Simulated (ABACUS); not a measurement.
PbS (Galena):

```xyz
2
Lattice="0.0000 2.9657 2.9657 2.9657 0.0000 2.9657 2.9657 2.9657 0.0000" Properties=species:S:1:pos:R:3 pbc="T T T"
Pb    0.0000    0.0000    0.0000
S     2.9657    2.9657    2.9657
```

| Property | Result |
| --- | --- |
| Program | ABACUS 3.10.1 |
| Task | relaxation of cell and atoms |
| Functional | HLE16 |
| Potentials or basis | SG15 ONCV 1.2 PBE |
| Cutoff | 857 eV |
| Density cutoff | 3429 eV |
| Basis | plane waves |
| k mesh | 6 × 6 × 6 |
| Occupations | fermi-dirac, width 0.05 eV |
| Spin | no spin polarisation |

At the start: pressure -4.1 GPa; volume 26.09 Å³/atom.

Problem. How do energy, volume and symmetry change on relaxing?

Solution. Over 3 steps the energy falls by 31.2 meV/atom and the volume is 23.86 Å³/atom (-8.5 %); space group Fm-3m (No. 225, to 0.05 Å).

The path:
```tsv
step	energy change (eV)	largest force (eV/Å)	pressure (GPa)	volume (Å³)
1	0.0000	0.0000	-4.15	52.17
2	-0.0606	0.0000	0.84	47.07
3	-0.0624	0.0000	0.01	47.73
```

Final structure:
```yaml
crystal:
  lattice:
    - [0.00000, 2.87903, 2.87903]
    - [2.87903, 0.00000, 2.87903]
    - [2.87903, 2.87903, 0.00000]
  atoms:
    - { symbol: Pb, position: [0.00000, 0.00000, 0.00000] }
    - { symbol: S, position: [0.50000, 0.50000, 0.50000] }
```

Caveat: the potentials were made for a functional far from this one; the potentials were made for another functional, which shifts forces and pressure.
